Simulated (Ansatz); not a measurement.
# Au (Fm-3m), stationary points along a deformation path

All numbers below come from DFT PBE, scalar-relativistic, plane waves, PAW (Ansatz). Settings: plane waves to 420 eV, k-mesh 28×28×28 (Γ-centred), Gaussian smearing 0.15 eV. Spin–orbit coupling is left out, which can shift energies with elements as heavy as these. No spin polarisation. Energies are free energies at this smearing, counted from the undisturbed cell; pressure is positive in compression.

The undisturbed cell (relaxed at this level):

```
Au
1.0
     0.00000    2.07904    2.07904
     2.07904    0.00000    2.07904
     2.07904    2.07904    0.00000
Au
1
Direct
  0.00000 0.00000 0.00000
```

At fixed volume and fractional coordinates, lengths along (0.000, 0.000, 1.000) are scaled against those across it; ρ is that ratio over its starting value. V = 17.973 Å³/atom. Δσ is the stress along the axis less the mean stress across it (compression positive).

| ρ | ΔE (meV/atom) | Δσ (GPa) | space group |
| --- | --- | --- | --- |
| 0.707 | 20.1 | 0.00 | Im-3m |
| 0.780 | 17.3 | 0.73 | I4/mmm |
| 0.850 | 11.4 | 1.07 | I4/mmm |
| 1.000 | 0.0 | 0.00 | Fm-3m |
| 1.200 | 51.3 | -9.59 | I4/mmm |
| 1.414 | 281.4 | -29.67 | I4/mmm |

Q: How does the stress give the slope of the energy, and where is the energy stationary?

A: Along the path d ln(length) is 2/3 d ln ρ on the axis and −1/3 d ln ρ across it, so dE/d ln ρ = −(2/3) V Δσ: the energy falls with ρ where Δσ is positive. Δσ vanishes or changes sign at ρ = 0.707 (Im-3m, an end of the scan), at 20.1 meV/atom; at ρ = 1.000 (Fm-3m), a minimum at 0.0 meV/atom. Pairs of stationary points between two samples would go unseen, and could change a minimum read from distant neighbours into a maximum. At ρ = 0.707, 1.000 the cell is cubic, where symmetry alone makes the stress isotropic and the slope zero.

In a metal these slopes depend on the k mesh and the smearing.

Cost: 6 runs of about 4 core-minutes in all, on Intel Xeon Processor @ 2.50GHz (Skylake/Cascade Lake) (shared hosts).